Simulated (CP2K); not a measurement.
## HfC under changes of volume

One of the cells (12.568 Å³/atom); the others are scaled copies at fixed shape and fractional positions:

```
Hf C
1.0
     3.28805    0.00000    0.00000
     1.64402    2.84753    0.00000
     1.64402    0.94918    2.68468
Hf C
1 1
Direct
  0.50000 0.50000 0.50000
  0.00000 0.00000 0.00000
```

```yaml
Program: CP2K 2026.2
Functional: r2SCAN
Potentials_or_basis: POTENTIAL_UZH Hf GTH-SCAN-q12, C GTH-SCAN-q4; TZVP-MOLOPT-SCAN-GTH basis
Density_cutoff: 9184 eV
k_mesh: 10 × 10 × 10
Occupations: fermi-dirac, width 0.1 eV
Spin: no spin polarisation
```

```csv
volume (Å³/atom),energy over the lowest point (meV/atom),pressure (GPa)
11.814,12.81,9.7
12.065,0.36,3.5
12.317,0.00,-1.2
12.568,5.68,-6.0
12.819,18.41,-10.2
13.071,?,?
13.322,62.39,-17.6
```

Q: What does the run at 13.071 Å³/atom give?

A: Energy over the lowest point 37.51 meV/atom; pressure -14.1 GPa.

Worked out: A Birch-Murnaghan fit of order 3 (a polynomial in V^(-2/3)) to the other rows has its minimum at 12.24 Å³/atom with B0 = V·E''(V) = 265 GPa and B' = 6.5. It gives 38.06 meV/atom at 13.071 Å³/atom, against the run's 37.51, and -dE/dV = -14.0 GPa, against -14.1.

Energies are extrapolated to zero smearing.

Caveats: the basis of atomic orbitals isn't converged, which shifts pressures, moduli and gaps.
